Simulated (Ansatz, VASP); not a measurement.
Given: the input of a run of Ansatz 0.2.0 on Ir.

File input.yaml:

```yaml
crystal:
  lattice:
    - [2.7513778946, 0.0, 0.0]
    - [-1.3756889473, 2.3827631521, 0.0]
    - [0.0, 0.0, 4.3730442]
  atoms:
    - { symbol: Ir, position: [0.3333333333, 0.6666666667, 0.25] }
    - { symbol: Ir, position: [0.6666666667, 0.3333333333, 0.75] }
hamiltonian:
  xc: pbe
  pseudopotentials: { kind: paw }
kpoints:
  mp_grid: { grid: [9, 9, 5] }
scf:
  occupations: { method: fermi_dirac, width: 0.05 }
output:
  forces: true
  stress: true
  eigenvalues: true
```

Potentials or basis: Ansatz PAW.

Run with:

```sh
$ ansatz run input.yaml --threads 2 --pin off --max-ram 5632MiB --backend cpu --events-out ev --progress --plain --runs-dir out
```

Q: Set up the same calculation for VASP 6.6.1. Potentials there: VASP PAW PBE potentials, release 64 (Ir).

A: As run (the cutoff follows the program's own potentials):

File INCAR:

```
ALGO     = Normal         # electronic algorithm
EDIFF    = 1E-6           # SCF threshold, eV
ENCUT    = 520            # plane-wave cutoff, eV
GGA      = PE             # functional
ISIF     = 2              # what is computed and relaxed
ISMEAR   = -1             # smearing method
LASPH    = T              # aspherical terms in the spheres
LCHARG   = F              # write CHGCAR
LREAL    = F              # projectors in reciprocal space
LWAVE    = F              # write WAVECAR
NBANDS   = 16             # bands
NELM     = 60             # most SCF steps
PREC     = Accurate       # precision mode
SIGMA    = 0.05           # smearing width, eV
```

KPOINTS

```
k-points
0
Gamma
  9 9 5
```

File POSCAR:

```
Ir
1.0
    2.7513778946      0.0000000000      0.0000000000
   -1.3756889473      2.3827631521      0.0000000000
    0.0000000000      0.0000000000      4.3730442000
Ir
2
Direct
    0.3333333333      0.6666666667      0.2500000000
    0.6666666667      0.3333333333      0.7500000000
```

Potentials or basis: VASP PAW PBE potentials, release 64 (Ir).

Launch:

```console
$ cat potpaw_PBE.64/Ir/POTCAR > POTCAR
$ mpirun -np 1 vasp_std > vasp.out
```

Both were run:

|  | VASP | Ansatz | Ansatz less VASP |
| --- | --- | --- | --- |
| gap on the k mesh at the Fermi level (eV) | none | none | - |
| pressure (GPa) | 6.6 | 6.0 | -0.54 |
| largest component of the traceless stress (GPa) | 6.83 | 6.87 | +0.039 |

A gap of «none» marks a metal or a gap that the smearing closes. With one functional, cell and mesh, what is left measures potentials, basis and numerics. The two sets of potentials don't hold the same shells in valence.

The runs have no spin-orbit coupling, so splittings on Ir are missing.
